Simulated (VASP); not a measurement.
A run of VASP 6.6.1:

The input INCAR:

```
SYSTEM = Sn
PREC = Accurate ; ENCUT = 600
EDIFF = 1E-6 ; ISMEAR = -1
SIGMA = 0.05 ; LREAL = .False.
LASPH = .True. ; NELM = 80
ALGO = Normal ; ISIF = 3
LWAVE = .False. ; LCHARG = .False.
GGA = PE ; IVDW = 11
IBRION = 2 ; NSW = 60
EDIFFG = -0.01
```

KPOINTS

```
regular mesh
0
Gamma
  10 10 10
  0 0 0
```

Contents of POSCAR:

```
Sn
1.0
   -1.8946518192      1.8946518192      1.8946518192
    1.8946518192     -1.8946518192      1.8946518192
    1.8946518192      1.8946518192     -1.8946518192
Sn
1
Direct
    0.0000000000      0.0000000000      0.0000000000
```

Potentials or basis: VASP PAW PBE potentials, release 64 (Sn_d).

The run is started by

```bash
$ cat potpaw_PBE.64/Sn_d/POTCAR > POTCAR
$ mpirun -np 1 vasp_std > vasp.out
```

Hardware: 1 thread of Intel(R) Xeon(R) Platinum 8259CL CPU @ 2.50GHz (Skylake/Cascade Lake), on a shared host.

Q: Estimate the wall time of this run.

A: Run time: 29 s on 1 thread of Intel(R) Xeon(R) Platinum 8259CL CPU @ 2.50GHz (Skylake/Cascade Lake), with other jobs on the host, peak memory 0.17 GiB. Counts: scf iterations 17, k points 47, ion steps 2.
